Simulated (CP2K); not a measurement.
The system is TePb.

```
Pb Te
1.0
     4.56932    0.00000    0.00000
     2.28466    3.95715    0.00000
     2.28466    1.31905    3.73084
Pb Te
1 1
Cartesian
  0.0000 0.0000 0.0000
  4.5693 2.6381 1.8654
```

Base run:

- Program: CP2K 2026.2
- Functional: PBEsol
- Potentials or basis: POTENTIAL_UZH Pb GTH-PBE-q4, Te GTH-PBE-q6; TZVP-MOLOPT-PBE-GTH basis
- Density cutoff: 6123 eV
- k mesh: 7 × 7 × 7
- Occupations: fermi-dirac, width 0.05 eV
- Spin: no spin polarisation

Its results: pressure 1.6 GPa.

Task: The run is repeated on the same cell with these changes: functional from PBEsol to PBE. What comes out?

Result: Pressure 2.7 GPa.

PBE binds less tightly than PBEsol, so the same cell stands under more pressure.

Caveats: the basis of atomic orbitals isn't converged, which shifts pressures, moduli and gaps; the potentials were made for another functional, which shifts forces and pressure (some runs).

Not every run made on this cell is shown here.
